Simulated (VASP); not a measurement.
Set up this calculation in VASP 6.6.1, as the native input.

```yaml
Task: single point
Functional: PBE
Potentials_or_basis: VASP PAW PBE potentials, release 64 (Pd)
Cutoff: 520 eV
k_mesh: 24 × 24 × 24
Occupations: gaussian, width 0.15 eV
Spin: no spin polarisation
Dipole_correction: no
Further_INCAR_settings: ALGO = Fast; EDIFF = 1e-07; NBANDS = 11
```

The structure of Pd lies in POSCAR:

```
Pd
1.0
    0.4740784015      2.2085115776      2.2085115776
    2.2085115776      0.4740784015      2.2085115776
    2.2085115776      2.2085115776      0.4740784015
Pd
1
Direct
    0.0000000000      0.0000000000      0.0000000000
```

This isn't the form of Pd at room conditions, which is fcc.

One way to write it, as run:

INCAR

```
  PREC = Accurate
  ENCUT = 520
  EDIFF = 1E-7
  ISMEAR = 0
  SIGMA = 0.15
  LREAL = False
  LASPH = True
  NELM = 100
  ALGO = Fast
  ISIF = 2
  LWAVE = False
  LCHARG = False
  GGA = PE
  NBANDS = 11
```

KPOINTS

```
Automatic mesh
0
Gamma
  24 24 24
```

Potentials or basis: VASP PAW PBE potentials, release 64 (Pd).

Launch:

```bash
$ cat potpaw_PBE.64/Pd/POTCAR > POTCAR
$ mpirun -np 1 vasp_std > vasp.out
```

Results of the run:

| Quantity | Value |
| --- | --- |
| Pressure | 39.1 GPa |
| Band gap on the k mesh | none (metal or under the smearing width) |

Caveat: a pressure of tens of GPa on the cell as given is suspect, and the run, the potentials or the cell itself is likely at fault.

Wall time 11 min on 1 thread of AMD EPYC 7R43 64-Core Processor (Zen 3) (shared host), peak memory 0.29 GiB.
